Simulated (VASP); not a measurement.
# PtSe2 (P4_2/mnm) in VASP: further runs

Runs on PtSe2. Level: PBE. Tasks: electric field gradients.

Everything below comes from runs of VASP 6.6.1. Logs are shortened: lines on timing, memory, paths and dates and some standing lists are left out, and cuts for length are marked.

**1. The crystal as given**

It takes space group P4_2/mnm (No. 136, tetragonal). Conventional cell: a = 5.781 Å, b = 5.781 Å, c = 4.024 Å, α = 90.00°, β = 90.00°, γ = 90.00°. Around Pt (site symmetry mmm) lie 6 Se at 2.54 Å. Se (site symmetry m2m) is surrounded by 3 Pt at 2.54 Å.

Measurements of this composition are mostly on another form, of space group No. 164.

**2. Electric field gradients, PBE**

The input, INCAR:

```
SYSTEM = PtSe2
PREC = Accurate
ENCUT = 520
EDIFF = 1E-8
ISMEAR = -1
SIGMA = 0.05
LREAL = .FALSE.
LASPH = .TRUE.
NELM = 100
ALGO = Fast
ISIF = 2
LWAVE = .FALSE.
LCHARG = .FALSE.
GGA = PE
LEFG = .TRUE.
NBANDS = 31
```

The input, KPOINTS:

```
Automatic mesh
0
G
  5 5 8
  0 0 0
```

The input, POSCAR:

```
PtSe2
1.0
    5.7812847138      0.0000000000      0.0000000000
    0.0000000000      5.7812847138      0.0000000000
    0.0000000000      0.0000000000      4.0239650174
Pt Se
2 4
Direct
    0.0000000000      0.0000000000      0.0000000000
    0.5000000000      0.5000000000      0.5000000000
    0.3103489427      0.3103489427      0.0000000000
    0.6896510573      0.6896510573      0.0000000000
    0.8103489427      0.1896510573      0.5000000000
    0.1896510573      0.8103489427      0.5000000000
```

Potentials or basis: VASP PAW PBE potentials, release 64 (Pt, Se).

The run is started by

```bash
$ cat potpaw_PBE.64/Pt/POTCAR potpaw_PBE.64/Se/POTCAR > POTCAR
$ mpirun -np 1 vasp_std > vasp.out
```

OUTCAR:

```text
SYSTEM = PtSe2
   PREC = Accurate
   ENCUT = 520
   EDIFF = 1E-8
   ISMEAR = -1
   LREAL = .FALSE.
   LASPH = .TRUE.
   NELM = 100
   ISIF = 2
   GGA = PE

 ion  position               nearest neighbor table
   1  0.000  0.000  0.000-   3 2.54   4 2.54   5 2.54   6 2.54   5 2.54   6 2.54
   2  0.500  0.500  0.500-   5 2.54   6 2.54   3 2.54   4 2.54   3 2.54   4 2.54
   3  0.310  0.310  0.000-   1 2.54   2 2.54   2 2.54
   4  0.690  0.690  0.000-   1 2.54   2 2.54   2 2.54
   5  0.810  0.190  0.500-   2 2.54   1 2.54   1 2.54
   6  0.190  0.810  0.500-   2 2.54   1 2.54   1 2.54

  LATTYP: Found a simple tetragonal cell.
 ALAT       =     5.7812847138
 C/A-ratio  =     0.6960330128

  Lattice vectors:

 A1 = (   5.7812847138,   0.0000000000,   0.0000000000)
 A2 = (   0.0000000000,   5.7812847138,   0.0000000000)
 A3 = (   0.0000000000,   0.0000000000,   4.0239650174)

Analysis of symmetry for initial positions (statically):
=====================================================================
 Subroutine PRICEL returns:
 Original cell was already a primitive cell.

 Routine SETGRP: Setting up the symmetry group for a
 simple tetragonal supercell.

 Subroutine GETGRP returns: Found 16 space group operations
 (whereof  8 operations were pure point group operations)
 out of a pool of 16 trial point group operations.

The static configuration has the point symmetry D_2h.
 The point group associated with its full space group is D_4h.

Analysis of symmetry for dynamics (positions and initial velocities):
=====================================================================
 Subroutine PRICEL returns:
 Original cell was already a primitive cell.

 Routine SETGRP: Setting up the symmetry group for a
 simple tetragonal supercell.

 Subroutine GETGRP returns: Found 16 space group operations
 (whereof  8 operations were pure point group operations)
 out of a pool of 16 trial point group operations.

The dynamic configuration has the point symmetry D_2h.
 The point group associated with its full space group is D_4h.

 Subroutine INISYM returns: Found 16 space group operations
 (whereof  8 operations are pure point group operations),
 and found     1 'primitive' translations

----------------------------------------------------------------------------------------

                                     Primitive cell

  volume of cell :     134.4940

  direct lattice vectors                    reciprocal lattice vectors
     5.781284714  0.000000000  0.000000000     0.172971934  0.000000000  0.000000000
     0.000000000  5.781284714  0.000000000     0.000000000  0.172971934  0.000000000
     0.000000000  0.000000000  4.023965017     0.000000000  0.000000000  0.248511107

  length of vectors
     5.781284714  5.781284714  4.023965017     0.172971934  0.172971934  0.248511107

  position of ions in fractional coordinates (direct lattice)
     0.000000000  0.000000000  0.000000000
     0.500000000  0.500000000  0.500000000
     0.310348943  0.310348943  0.000000000
     0.689651057  0.689651057  0.000000000
     0.810348943  0.189651057  0.500000000
     0.189651057  0.810348943  0.500000000

  ion indices of the primitive-cell ions
   primitive index   ion index
                 1           1
                 2           2
                 3           3
                 4           4
                 5           5
                 6           6

----------------------------------------------------------------------------------------

 KPOINTS: Automatic mesh

Automatic generation of k-mesh.
 Grid dimensions read from file:
 generate k-points for:    5    5    8

 Generating k-lattice:

  Cartesian coordinates                     Fractional coordinates (reciprocal lattice)
[... 55 lines left out ...]
   LNONCOLLINEAR =      F non collinear calculations
   LSORBIT =      F    spin-orbit coupling
   LASPH  =      T    aspherical Exc in radial PAW
   ENCUT  =  520.0 eV  38.22 Ry    6.18 a.u.  10.75 10.75  7.48*2*pi/ulx,y,z
   NELM   =    100;   NELMIN=  2; NELMDL= -5     # of ELM steps
   EDIFF  = 0.1E-07   stopping-criterion for ELM
   LREAL  =      F    real-space projection
   EDIFFG = 0.1E-06   stopping-criterion for IOM
   NSW    =      0    number of steps for IOM
   IBRION =     -1    ionic relax: 0-MD 1-quasi-New 2-CG
   NFREE  =      0    steps in history (QN), initial steepest desc. (CG)
   ISIF   =      2    stress and relaxation
   ISYM   =      2    0-nonsym 1-usesym 2-fastsym
   POTIM  = 0.5000    time-step for ionic-motion
   TEBEG  =    0.0;   TEEND  =   0.0 temperature during run
   PSTRESS=    0.0 pullay stress
   NELECT =      44.0000    total number of electrons
   NUPDOWN=      -1.0000    fix difference up-down
   EMIN   =  10.00;   EMAX   =-10.00  energy-range for DOS
   EFERMI =   0.00;   METHOD = LEGACY
   ISMEAR =    -1;   SIGMA  =   0.05  broadening in eV -4-tet -1-fermi 0-gaus
   EFERMI_NEDOS =   21; number of points for ismear=-14 and -15
   IALGO  =     68    algorithm
   IMIX   =      4    mixing-type and parameters
     AMIX     =   0.40;   BMIX     =  1.00
     AMIX_MAG =   1.60;   BMIX_MAG =  1.00
  volume/ion in A,a.u.               =      22.42       151.27
  Fermi-wavevector in a.u.,A,eV,Ry     =   1.128041  2.131688 17.313083  1.272476
  Thomas-Fermi vector in A             =   2.264729
   LORBIT       =      0    0 simple, 1 ext, 2 COOP (PROOUT), +10 PAW based schemes
   GGA     = PE    functional components
   LHFCALC =     F    Hartree Fock is set to
   AEXX    =    0.0000 exact exchange contribution
   IVDW    =     0    specifies the selected vdW correction
   LEPSILON=     F    determine dielectric tensor
   LRPA    =     F    only Hartree local field effects (RPA)
 non-spin polarized calculation
 RMM-DIIS sequential band-by-band and
  energy-cutoff  :      520.00
  volume of cell :      134.49
 maximum number of plane-waves:      3646
 NGX is ok and might be reduce to    48
   NGX = 21   NGY = 21   NGZ = 15

 number of electron      43.9999998 magnetization

 Free energy of the ion-electron system (eV)
  ---------------------------------------------------
  ext. energy  EPLUGINS =         0.00000000
  ---------------------------------------------------
  free energy    TOTEN  =       -26.63368398 eV

  energy without entropy =      -26.58004795  energy(sigma->0) =      -26.60686596

 E-fermi :   4.6958     XC(G=0): -10.1332

 val. band max:        4.6835932938   @ k =   0.4000   0.4000   0.2500
 cond. band min:       4.7129247916   @ k =   0.2000   0.2000   0.1250
 fundamental gap:      0.0293314979
 Fermi energy:         4.6958392385

 k-point     1 :       0.0000    0.0000    0.0000
  band No.  band energies     occupation
      1      -9.8525      2.00000
      2      -8.3321      2.00000
      3      -7.8029      2.00000
      4      -7.8029      2.00000
      5      -2.5776      2.00000
      6      -1.6263      2.00000
[... 805 lines left out ...]
     30      11.2921      0.00000
     31      12.8958      0.00000

 [... further k-points ...]

------------------------ aborting loop because EDIFF is reached ----------------------------------------

  FORCE on cell =-STRESS in cart. coord.  units (eV):
  Direction    XX          YY          ZZ          XY          YZ          ZX
  --------------------------------------------------------------------------------------
  -------------------------------------------------------------------------------------
  Total       -0.0271678     -0.0271678     -0.0402039      0.0000000      0.0000000      0.0000000
  in kB       -0.3236401     -0.3236401     -0.4789345      0.0000000      0.0000000      0.0000000
  external PRESSURE =      -0.3754049 kB  Pullay stress =       0.0000000 kB

 VOLUME and BASIS-vectors are now :
 -----------------------------------------------------------------------------
  energy-cutoff  :      520.00
  volume of cell :      134.49
      direct lattice vectors                 reciprocal lattice vectors
     5.781284714  0.000000000  0.000000000     0.172971934  0.000000000  0.000000000
     0.000000000  5.781284714  0.000000000     0.000000000  0.172971934  0.000000000
     0.000000000  0.000000000  4.023965017     0.000000000  0.000000000  0.248511107

 POSITION                                       TOTAL-FORCE (eV/Angst)
 -----------------------------------------------------------------------------------
      0.00000      0.00000      0.00000         0.000000      0.000000     -0.000000
      2.89064      2.89064      2.01198         0.000000      0.000000     -0.000000
      1.79422      1.79422      0.00000         0.000588      0.000588     -0.000000
      3.98707      3.98707      0.00000        -0.000588     -0.000588      0.000000
      4.68486      1.09643      2.01198         0.000588     -0.000588     -0.000000
      1.09643      4.68486      2.01198        -0.000588      0.000588     -0.000000
 -----------------------------------------------------------------------------------
    total drift:                                0.000000     -0.000000      0.000000

  FREE ENERGIE OF THE ION-ELECTRON SYSTEM (eV)
  ---------------------------------------------------
  free  energy   TOTEN  =       -26.6336839757 eV

  energy  without entropy=      -26.5800479458  energy(sigma->0) =      -26.60686596

 Electric field gradients (V/A^2)
---------------------------------------------------------------------
 ion       V_xx      V_yy      V_zz      V_xy      V_xz      V_yz
---------------------------------------------------------------------
   1      49.941    49.941   -99.883   -20.146     0.000     0.000
   2      49.941    49.941   -99.883    20.146     0.000     0.000
   3     -67.842   -67.842   135.683   299.819     0.000    -0.000
   4     -67.842   -67.842   135.683   299.819    -0.000    -0.000
   5     -67.842   -67.842   135.683  -299.819    -0.000    -0.000
   6     -67.842   -67.842   135.683  -299.819    -0.000     0.000
---------------------------------------------------------------------

 Electric field gradients after diagonalization (V/A^2)
 (convention: |V_zz| > |V_xx| > |V_yy|)
----------------------------------------------------------------------
 ion       V_xx      V_yy      V_zz     asymmetry (V_yy - V_xx)/ V_zz
----------------------------------------------------------------------
   1      70.087    29.796   -99.883       0.403
   2      70.087    29.796   -99.883       0.403
   3     231.977   135.683  -367.660       0.262
   4     231.977   135.683  -367.660       0.262
   5     231.977   135.683  -367.660       0.262
   6     231.977   135.683  -367.660       0.262
----------------------------------------------------------------------

           NMR quadrupolar parameters

 Cq : quadrupolar parameter    Cq=e*Q*V_zz/h
 eta: asymmetry parameters     (V_yy - V_xx)/ V_zz
 Q  : nuclear electric quadrupole moment in mb (millibarn)
----------------------------------------------------------------------
 ion       Cq(MHz)       eta       Q (mb)
----------------------------------------------------------------------
   1      -0.242       0.403       1.000
   2      -0.242       0.403       1.000
   3      -0.889       0.262       1.000
   4      -0.889       0.262       1.000
   5      -0.889       0.262       1.000
   6      -0.889       0.262       1.000
----------------------------------------------------------------------
```

Run time: 1.8 min. Hardware: 1 thread of AMD EPYC 9R45 (Zen 5), shared host; peak memory 0.28 GiB.

What came out:

```yaml
Free_energy: -26.6337 eV
Pressure: 0.0 GPa
Band_gap_on_the_k_mesh: none (metal or under the smearing width)
```

Electric field gradients, principal values (V/Å²):
```tsv
atom	Vxx	Vyy	Vzz
1 Pt	29.796	70.087	-99.883
2 Pt	29.796	70.087	-99.883
3 Se	135.683	231.977	-367.660
4 Se	135.683	231.977	-367.660
5 Se	135.683	231.977	-367.660
6 Se	135.683	231.977	-367.660
```

The run has no spin-orbit coupling, so splittings on Pt are missing.

(Part 1 of 2 ends here.)
